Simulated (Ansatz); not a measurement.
Crystal: Pb.

```xyz
1
Lattice="-1.9797 1.9797 1.9797 1.9797 -1.9797 1.9797 1.9797 1.9797 -1.9797" Properties=species:S:1:pos:R:3 pbc="T T T"
Pb    0.0000    0.0000    0.0000
```

This isn't the form of Pb at room conditions, which is fcc.

| Quantity | Value |
| --- | --- |
| Program | Ansatz 0.2.0 |
| Task | relaxation of cell and atoms |
| Functional | PBEsol |
| Dispersion | D3(BJ) |
| Potentials or basis | Ansatz PAW |
| Cutoff | 420 eV (not typed: the program's choice for these potentials) |
| k mesh | 9 × 9 × 9 |
| Occupations | fermi-dirac, width 0.05 eV |
| Spin | no spin polarisation |

At the start: volume 31.03 Å³/atom.

Task: Where does the relaxation end?

Result: It ends after 3 steps and the volume is 28.12 Å³/atom (-9.4 %); space group Im-3m (No. 229, to 0.05 Å).

Step by step:
```tsv
step	energy change (eV)	largest force (eV/Å)	volume (Å³)
1	0.0000	0.0000	31.03
2	-0.0429	0.0000	28.12
3	-0.0426	0.0000	28.12
```

Final structure:
```xyz
1
Lattice="-1.9157 1.9157 1.9157 1.9157 -1.9157 1.9157 1.9157 1.9157 -1.9157" Properties=species:S:1:pos:R:3 pbc="T T T"
Pb    0.0000    0.0000    0.0000
```

Caveat: the plane-wave basis is chosen anew once the cell has moved, so the energies of steps on either side of that aren't comparable; pairwise dispersion overbinds metals, which lowers pressure and volume; the PAW data sets come from PBE, with cores solved anew for the run's functional, which leaves a small shift of forces and pressure.
